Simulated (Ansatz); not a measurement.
Runs of Ansatz 0.2.0 on Si2Mo. Symmetry: P6_222, No. 180, hexagonal system. The conventional cell has a = 4.585 Å, b = 4.585 Å, c = 6.580 Å, α = 90.00°, β = 90.00°, γ = 120.00°. Around Mo (site symmetry 222) lie 10 Si at 2.57 to 2.67 Å. Si (site symmetry 2) has 5 Si at 2.55 to 2.67 Å and 5 Mo at 2.57 to 2.67 Å as nearest neighbours. Measurements of this composition are mostly on another form, of space group No. 139.

| level | k mesh | gap on the mesh (eV) | pressure (GPa) | relaxed volume (Å³/atom) |
| --- | --- | --- | --- | --- |
| PBEsol+D3(BJ)-ATM | 7 × 7 × 4 | 0.26 | 0.0 | 12.91 |
| PBEsol+D3(BJ) | 7 × 7 × 4 | (a) | 0.0 | (b) |
| revPBE | 5 × 5 × 3 | 0.60 | 0.0 | 13.66 |
| RPBE | 5 × 5 × 3 | 0.60 | 0.0 | 13.71 |
| PBEsol | 7 × 7 × 4 | 0.26 | 0.0 | 13.22 |

Alike in all rows: task relaxation of cell and atoms; potentials or basis Ansatz PAW; no spin polarisation; cell relaxed; cutoff (eV) 420; smearing fermi-dirac 0.05 eV.

Fill in the values left out.

(a) 0.25; (b) 12.84.

Caveats: odd divisions of the mesh miss points on the zone boundary, where band edges often lie, so the gap on the mesh can be too wide; the plane-wave basis is chosen anew once the cell has moved, so the energies of steps on either side of that aren't comparable; the PAW data sets come from PBE, with cores solved anew for the run's functional, which leaves a small shift of forces and pressure.

A k mesh can miss the band edges, and the runs leave out spin-orbit coupling on Mo.
